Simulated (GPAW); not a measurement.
# Hf (Fm-3m) in GPAW: a series of runs, part 2 of 3

GPAW 26.7.0. Earlier steps stand in the parts before.

## (4) Density of states, r2SCAN+U

run.py

```python
import numpy as np
import spglib
from ase import Atoms
from ase.dft.bandgap import bandgap
from ase.io import read, write
from ase.units import Bohr, GPa
from gpaw import GPAW, PW
from gpaw.elf import elf_from_dft_calculation

atoms = read('Hf.cif')
cell, positions, numbers = spglib.find_primitive(
    (atoms.cell[:], atoms.get_scaled_positions(), atoms.numbers), symprec=1e-4)
atoms = Atoms(numbers, cell=cell, scaled_positions=positions, pbc=True)

calc = GPAW(mode=PW(600),
            xc='MGGA_X_R2SCAN+MGGA_C_R2SCAN',
            kpts={'size': (10, 10, 10), 'gamma': True},
            occupations={'name': 'fermi-dirac', 'width': 0.05},
            setups={'Hf': ':d,1.0'},
            nbands=14,
            convergence={'density': 1e-05, 'energy': 1e-05},
            maxiter=150,
            txt='gpaw.txt')
atoms.calc = calc
energy = atoms.get_potential_energy()
forces = atoms.get_forces()
stress = atoms.get_stress()
calc.write('gs.gpw')
write('result.traj', atoms)
print(f'Energy: {energy:.6f} eV')
print('Forces (eV/A):')
print(forces.round(4))
print('Stress (GPa):', (stress / GPa).round(3))
print('Fermi level:', round(calc.get_fermi_level(), 4), 'eV')
print(f'Gap: {bandgap(calc)[0]:.4f} eV, direct: {bandgap(calc, direct=True)[0]:.4f} eV')

# fields on the real-space grid
write('density.cube', atoms, data=calc.get_pseudo_density() * Bohr**3)
write('potential.cube', atoms, data=calc.get_electrostatic_potential())
write('elf.cube', atoms, data=elf_from_dft_calculation(calc).data)

dense = calc.fixed_density(kpts={'size': (15, 15, 15), 'gamma': True}, update_fermi_level=True,
                           nbands=22, convergence={'bands': 'CBM+6.0', 'eigenstates': 1e-6}, txt='dos.txt')
ef = dense.get_fermi_level()
dos = dense.dos(shift_fermi_level=False)
energies = np.linspace(ef - 14, ef + 6, 401)
spins = [None]
columns = [energies] + [dos.raw_dos(energies, spin=s, width=0.1) for s in spins]
for symbol, l in [('Hf', 0), ('Hf', 1), ('Hf', 2)]:
    for s in spins:
        columns.append(sum(dos.raw_pdos(energies, a=a.index, l=l, spin=s, width=0.1)
                           for a in atoms if a.symbol == symbol))
np.savetxt('dos.dat', np.array(columns).T, fmt='%.4f')
print('Fermi level on the dense mesh:', round(ef, 4), 'eV')
```

Hf.cif

```cif
data_Hf
_cell_length_a 4.44000000
_cell_length_b 4.44000000
_cell_length_c 4.44000000
_cell_angle_alpha 90.00000000
_cell_angle_beta 90.00000000
_cell_angle_gamma 90.00000000
_space_group_name_H-M_alt 'Fm-3m'
_space_group_name_Hall '-F 4 2 3'
_space_group_IT_number 225
loop_
_space_group_symop_operation_xyz
'x,y,z'
'-x,-y,-z'
'-y,x,z'
'y,-x,-z'
'-x,-y,z'
'x,y,-z'
'y,-x,z'
'-y,x,-z'
'x,-y,-z'
'-x,y,z'
'-y,-x,-z'
'y,x,z'
'-x,y,-z'
'x,-y,z'
'y,x,-z'
'-y,-x,z'
'z,x,y'
'-z,-x,-y'
'z,-y,x'
'-z,y,-x'
'z,-x,-y'
'-z,x,y'
'z,y,-x'
'-z,-y,x'
'-z,x,-y'
'z,-x,y'
'-z,-y,-x'
'z,y,x'
'-z,-x,y'
'z,x,-y'
'-z,y,x'
'z,-y,-x'
'y,z,x'
'-y,-z,-x'
'x,z,-y'
'-x,-z,y'
'-y,z,-x'
'y,-z,x'
'-x,z,y'
'x,-z,-y'
'-y,-z,x'
'y,z,-x'
'-x,-z,-y'
'x,z,y'
'y,-z,-x'
'-y,z,x'
'x,-z,y'
'-x,z,-y'
'x,y+1/2,z+1/2'
'-x,-y+1/2,-z+1/2'
'-y,x+1/2,z+1/2'
[... 62 lines left out ...]
'-z+1/2,-x,-y+1/2'
'z+1/2,-y,x+1/2'
'-z+1/2,y,-x+1/2'
'z+1/2,-x,-y+1/2'
'-z+1/2,x,y+1/2'
'z+1/2,y,-x+1/2'
'-z+1/2,-y,x+1/2'
'-z+1/2,x,-y+1/2'
'z+1/2,-x,y+1/2'
'-z+1/2,-y,-x+1/2'
'z+1/2,y,x+1/2'
'-z+1/2,-x,y+1/2'
'z+1/2,x,-y+1/2'
'-z+1/2,y,x+1/2'
'z+1/2,-y,-x+1/2'
'y+1/2,z,x+1/2'
'-y+1/2,-z,-x+1/2'
'x+1/2,z,-y+1/2'
'-x+1/2,-z,y+1/2'
'-y+1/2,z,-x+1/2'
'y+1/2,-z,x+1/2'
'-x+1/2,z,y+1/2'
'x+1/2,-z,-y+1/2'
'-y+1/2,-z,x+1/2'
'y+1/2,z,-x+1/2'
'-x+1/2,-z,-y+1/2'
'x+1/2,z,y+1/2'
'y+1/2,-z,-x+1/2'
'-y+1/2,z,x+1/2'
'x+1/2,-z,y+1/2'
'-x+1/2,z,-y+1/2'
'x+1/2,y+1/2,z'
'-x+1/2,-y+1/2,-z'
'-y+1/2,x+1/2,z'
'y+1/2,-x+1/2,-z'
'-x+1/2,-y+1/2,z'
'x+1/2,y+1/2,-z'
'y+1/2,-x+1/2,z'
'-y+1/2,x+1/2,-z'
'x+1/2,-y+1/2,-z'
'-x+1/2,y+1/2,z'
'-y+1/2,-x+1/2,-z'
'y+1/2,x+1/2,z'
'-x+1/2,y+1/2,-z'
'x+1/2,-y+1/2,z'
'y+1/2,x+1/2,-z'
'-y+1/2,-x+1/2,z'
'z+1/2,x+1/2,y'
'-z+1/2,-x+1/2,-y'
'z+1/2,-y+1/2,x'
'-z+1/2,y+1/2,-x'
'z+1/2,-x+1/2,-y'
'-z+1/2,x+1/2,y'
'z+1/2,y+1/2,-x'
'-z+1/2,-y+1/2,x'
'-z+1/2,x+1/2,-y'
'z+1/2,-x+1/2,y'
'-z+1/2,-y+1/2,-x'
'z+1/2,y+1/2,x'
'-z+1/2,-x+1/2,y'
'z+1/2,x+1/2,-y'
'-z+1/2,y+1/2,x'
'z+1/2,-y+1/2,-x'
'y+1/2,z+1/2,x'
'-y+1/2,-z+1/2,-x'
'x+1/2,z+1/2,-y'
'-x+1/2,-z+1/2,y'
'-y+1/2,z+1/2,-x'
'y+1/2,-z+1/2,x'
'-x+1/2,z+1/2,y'
'x+1/2,-z+1/2,-y'
'-y+1/2,-z+1/2,x'
'y+1/2,z+1/2,-x'
'-x+1/2,-z+1/2,-y'
'x+1/2,z+1/2,y'
'y+1/2,-z+1/2,-x'
'-y+1/2,z+1/2,x'
'x+1/2,-z+1/2,y'
'-x+1/2,z+1/2,-y'
loop_
_atom_site_label
_atom_site_type_symbol
_atom_site_symmetry_multiplicity
_atom_site_Wyckoff_symbol
_atom_site_fract_x
_atom_site_fract_y
_atom_site_fract_z
_atom_site_occupancy
Hf1 Hf 4 a 0.0000000000 0.0000000000 0.0000000000 1
```

Command:

```sh
OMP_NUM_THREADS=1 python run.py
```

Run time: 60 s. Hardware: 1 thread of Arm Neoverse V2, shared host; peak memory 0.31 GiB.

The run converged. Its results:

| Item | Value |
| --- | --- |
| Free energy | -19.4316 eV |
| Pressure | 7.6 GPa |
| Band gap on the k mesh | none (metal or under the smearing width) |
| Density of states at the Fermi level | 1.23 states/eV per cell |

Levels at points of the mesh, in eV from the Fermi level:
| k point | band 2 | band 3 | band 4 | band 5 | band 6 | band 7 | band 8 | band 9 | band 10 |
| --- | --- | --- | --- | --- | --- | --- | --- | --- | --- |
| (0.00, 0.00, 0.00) | -31.33 | -31.33 | -31.33 | -7.71 | 1.70 | 1.70 | 1.70 | 4.95 | 4.95 |
| (0.50, 0.50, 0.00) | -32.17 | -31.65 | -31.65 | -3.33 | -2.20 | 2.43 | 7.20 | 7.56 | 7.56 |
| (0.50, 0.50, 0.50) | -32.23 | -31.45 | -31.45 | -3.81 | 0.32 | 1.56 | 1.56 | 7.02 | 7.02 |

States per cell in windows of 1 eV (zero at the Fermi level; states under -8 eV left out):
```csv
from (eV),total
-8.0,0.03
-7.0,0.08
-6.0,0.17
-5.0,0.26
-4.0,0.55
-3.0,0.69
-2.0,0.97
-1.0,1.21
0.0,1.13
1.0,0.86
2.0,0.87
3.0,1.00
4.0,0.74
```

Caveat: the PAW data sets were made with another functional, which shifts forces and pressure a little; U without spin polarisation on a metal has little footing; the U is typed as a test and isn't derived for this compound. The run has no spin-orbit coupling, so splittings on Hf are missing.

## (5) Relaxation of cell and atoms, RPBE+D3(BJ)+ATM+U, collinear spin, random start (cell strained at random at fixed volume)

run.py

```python
from ase import Atoms
from ase.calculators.mixing import SumCalculator
from ase.filters import FrechetCellFilter
from ase.io import write
from ase.optimize import BFGS
from dftd3.ase import DFTD3
from gpaw import GPAW, PW, setup_paths

setup_paths.insert(0, '.')

atoms = Atoms(['Hf'],
              cell=[[-0.059388, 2.179222, 2.206228],
                    [2.163028, -0.002278, 2.149118],
                    [2.256185, 2.215268, -0.095434]],
              scaled_positions=[[0.0, 0.0, 0.0]],
              pbc=True)
atoms.set_initial_magnetic_moments([-0.14])

calc = GPAW(mode=PW(600),
            xc='RPBE',
            kpts={'size': (5, 6, 5), 'gamma': True},
            occupations={'name': 'fermi-dirac', 'width': 0.05},
            setups={'Hf': ':d,3.0'},
            nbands=14,
            convergence={'density': 1e-05, 'energy': 1e-05},
            maxiter=150,
            txt='gpaw.txt')
atoms.calc = SumCalculator([calc, DFTD3(damping='d3bj', params_tweaks=dict(method='rpbe', atm=True))])
opt = BFGS(FrechetCellFilter(atoms), trajectory='relax.traj', logfile='-')
done = opt.run(fmax=0.02, steps=40)
calc.write('gs.gpw')
write('result.traj', atoms)
print('Converged:', done)
print('Cell:', atoms.cell.cellpar().round(4))
print('Volume:', round(atoms.get_volume(), 4))
print(atoms.get_scaled_positions().round(5))
```

Potentials or basis: PAW data sets generated in the run's folder for this functional, pw.

Command:

```sh
gpaw-setup -f RPBE Hf
OMP_NUM_THREADS=1 python run.py
```

gpaw.txt:

```text
__  _  _
 | _ |_)|_||  |
 |__||  | ||/\| - 26.7.0

Input parameters:
  mode=PW(ecut=600.0),
  convergence={'density': 1e-05, 'energy': 1e-05},
  kpts=MonkhorstPack(size=(5, 6, 5), gamma=True),
  maxiter=150,
  nbands=14,
  occupations=Occupations(name='fermi-dirac', width=0.05),
  setups={'Hf': ':d,3.0'},
  xc=XC(name='RPBE')

Diagonalizing LCAO Hamiltonian
Converting LCAO to pw mode

       Hf

Atoms  # Å, Bohr magnetons
|   | symbol |        x |        y |        z |    initial magnetic moments |
|---|--------|----------|----------|----------|-----------------------------|
| 0 |     Hf | 0.000000 | 0.000000 | 0.000000 | ( 0.0000,  0.0000, -0.1400) |

Unit cell  # Å
| periodic |         x |         y |         z |  lengths |    angles |
|----------|-----------|-----------|-----------|----------|-----------|
|      yes | -0.059388 |  2.179222 |  2.206228 | 3.101609 | 61.042413 |
|      yes |  2.163028 | -0.002278 |  2.149118 | 3.049164 | 62.811866 |
|      yes |  2.256185 |  2.215268 | -0.095434 | 3.163367 | 60.840388 |

Number of symmetries: 2
Symmetry operations  # r_c * U_cc + t_c -> r_c
|   | kind |            matrix            |
|---|------|------------------------------|
| 0 |  E   |  1, 0, 0,  0, 1, 0,  0, 0, 1 |
| 1 |  i   | -1, 0, 0,  0,-1, 0,  0, 0,-1 |
[... 183 lines left out ...]
Interpolating wave functions to new cell

       Hf

Atoms  # Å, Bohr magnetons
|   | symbol |        x |        y |        z |    initial magnetic moments |
|---|--------|----------|----------|----------|-----------------------------|
| 0 |     Hf | 0.000000 | 0.000000 | 0.000000 | ( 0.0000,  0.0000, -0.0000) |

Unit cell  # Å
| periodic |         x |         y |         z |  lengths |    angles |
|----------|-----------|-----------|-----------|----------|-----------|
|      yes | -0.034110 |  2.157243 |  2.174004 | 3.062867 | 60.591468 |
|      yes |  2.155670 | -0.006434 |  2.146440 | 3.042065 | 61.607931 |
|      yes |  2.199494 |  2.173279 | -0.050310 | 3.092482 | 60.564744 |

Number of symmetries: 2
Symmetry operations  # r_c * U_cc + t_c -> r_c
|   | kind |            matrix            |
|---|------|------------------------------|
| 0 |  E   |  1, 0, 0,  0, 1, 0,  0, 0, 1 |
| 1 |  i   | -1, 0, 0,  0,-1, 0,  0, 0,-1 |
[... 775 lines left out ...]
Atoms  # Å, Bohr magnetons
|   | symbol |         x |         y |         z |    initial magnetic moments |
|---|--------|-----------|-----------|-----------|-----------------------------|
| 0 |     Hf | -0.000000 | -0.000000 | -0.000000 | ( 0.0000,  0.0000, -0.0000) |

Unit cell  # Å
| periodic |         x |         y |        z |  lengths |    angles |
|----------|-----------|-----------|----------|----------|-----------|
|      yes | -0.000680 |  2.184854 | 2.151515 | 3.066367 | 60.417894 |
|      yes |  2.162071 | -0.010788 | 2.161845 | 3.057490 | 59.479320 |
|      yes |  2.150036 |  2.184646 | 0.000738 | 3.065181 | 60.432957 |

Number of symmetries: 2
Symmetry operations  # r_c * U_cc + t_c -> r_c
|   | kind |            matrix            |
|---|------|------------------------------|
| 0 |  E   |  1, 0, 0,  0, 1, 0,  0, 0, 1 |
| 1 |  i   | -1, 0, 0,  0,-1, 0,  0, 0,-1 |
[... 558 lines left out ...]
Stress tensor  # eV/Ang^3
|         x |         y |         z |
|-----------|-----------|-----------|
| -0.192193 |  0.001027 | -0.000054 |
|  0.001027 | -0.192559 |  0.000897 |
| -0.000054 |  0.000897 | -0.192033 |

Forces  # eV/Ang
|       x |       y |       z |
|---------|---------|---------|
| 0.00000 | 0.00000 | 0.00000 |  # Hf   0

# Writing to gs.gpw (mode='')
```

stdout:

```text
Step          Energy          fmax
BFGS:    0       -8.004649        1.830604
BFGS:    1       -8.076972        0.784530
BFGS:    2       -8.094178        0.226171
BFGS:    3       -8.096346        0.208831
BFGS:    4       -8.097158        0.123460
BFGS:    5       -8.097663        0.066343
BFGS:    6       -8.097825        0.046120
BFGS:    7       -8.097926        0.016028
Converged: True
Cell: [ 3.068   3.0465  3.068  60.5466 59.3966 60.5329]
Volume: 20.3436
[[0. 0. 0.]]
```

Wall time 3 min (1 thread of Arm Neoverse V2, shared host); peak memory 0.23 GiB.

What came out:

```yaml
Free_energy: -8.1024 eV
Relaxed_volume: 20.34 Å³/atom
Relaxed_cell: a = 3.068 Å, b = 3.046 Å, c = 3.068 Å, α = 60.55°, β = 59.40°, γ = 60.53°
Space_group_after_relaxing_to_0.05_Å: I4/mmm (No. 139)
Energy_gained_by_relaxing: 93.3 meV/atom
Ionic_steps: 8
Pressure_after_relaxing: -0.1 GPa
Band_gap_on_the_k_mesh: none (metal or under the smearing width)
Net_moment: 0.00 μB per cell
Dispersion_energy_per_atom: -3.809 eV
```

The path:
| step | energy change (eV) | largest force (eV/Å) | pressure (GPa) | volume (Å³) |
| --- | --- | --- | --- | --- |
| 1 | 0.0000 | 0.0000 | -8.72 | 21.88 |
| 2 | -0.0723 | 0.0000 | -2.59 | 20.79 |
| 3 | -0.0895 | 0.0000 | 0.34 | 20.27 |
| 4 | -0.0917 | 0.0000 | 0.60 | 20.24 |
| 5 | -0.0925 | 0.0000 | 0.24 | 20.30 |
| 6 | -0.0930 | 0.0000 | -0.19 | 20.37 |
| 7 | -0.0932 | 0.0000 | -0.21 | 20.37 |
| 8 | -0.0933 | 0.0000 | -0.07 | 20.34 |

Final structure:
```
CELL_PARAMETERS angstrom
-0.00306 2.19126 2.14732
2.15403 -0.00984 2.15429
2.14618 2.19232 -0.00259
ATOMIC_POSITIONS crystal
Hf 0.00000 0.00000 0.00000
```

Caveat: the k mesh is coarse (spacing up to 0.48 Å⁻¹), so the values aren't converged; each step starts from the last one's moments, so a moment once lost doesn't come back; later steps reuse the first step's grids; pairwise dispersion overbinds metals, which lowers pressure and volume; the U is typed as a test and isn't derived for this compound. Spin-orbit coupling is left out, which matters for the levels of Hf.

[end of part 2 of 3]
